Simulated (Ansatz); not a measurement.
The system is HfN.

```
Hf N
1.0
     0.00000    2.25600    2.25600
     2.25600    0.00000    2.25600
     2.25600    2.25600    0.00000
Hf N
1 1
Direct
  0.00000 0.00000 0.00000
  0.50000 0.50000 0.50000
```

Base run:

```yaml
Program: Ansatz 0.2.0
Functional: PBEsol
Potentials_or_basis: all-electron LAPW, scalar-relativistic
Cutoff: 343 eV (chosen from the basis error)
Basis_error_allowed: 0.001 eV/atom
k_mesh: 10 × 10 × 10
Occupations: fermi-dirac, width 0.05 eV
Spin: no spin polarisation
Hubbard_terms: Hf d U = 2 eV
```

Its results: band gap on the k mesh none (metal or under the smearing width); pressure 0.9 GPa.

Problem. After a change of settings the same cell gave: band gap on the k mesh none (metal or under the smearing width); pressure 4.0 GPa. Which change was it?
A. hubbard terms from Hf d U = 2 eV to Hf d U = 4 eV
B. hubbard terms from Hf d U = 2 eV to Hf d U = 8 eV
C. hubbard terms from Hf d U = 2 eV to none

Solution. A.

Caveats: U is the effective U less J, on atomic orbitals that reach past the spheres; U without spin polarisation on a metal has little footing.
